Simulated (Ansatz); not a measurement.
The system is MgO2.

```xyz
3
Lattice="1.6048 0.9265 3.4940 -1.6048 0.9265 3.4940 0.0000 -1.8530 3.4940" Properties=species:S:1:pos:R:3 pbc="T T T"
Mg    0.0000    0.0000    0.0000
O     0.0000    0.0000    5.9874
O     0.0000    0.0000    4.4945
```

The cell comes from a database or a generator and needn't be the stable form of this composition.

Base run:

```yaml
Program: Ansatz 0.2.0
Functional: PBEsol
Potentials_or_basis: Ansatz PAW
Cutoff: "420 eV (not typed: the program's choice for these potentials)"
k_mesh: 10 × 10 × 10
Occupations: fermi-dirac, width 0.05 eV
Spin: no spin polarisation
```

Its results: band gap on the k mesh 2.23 eV, direct; pressure -4.8 GPa; largest force 0.304 eV/Å.

Problem. The run is repeated on the same cell with these changes: functional from PBEsol to r2SCAN; cutoff from 420 eV (not typed: the program's choice for these potentials) to 500 eV (not typed: the program's choice for these potentials). What comes out?

Solution. Band gap on the k mesh 2.95 eV, direct; pressure -5.4 GPa; largest force 0.216 eV/Å.

r2SCAN gives the wider gap, since meta-GGAs in the generalised Kohn-Sham scheme recover part of the derivative discontinuity.

Caveats: the PAW data sets come from PBE, with cores solved anew for the run's functional, which leaves a small shift of forces and pressure.
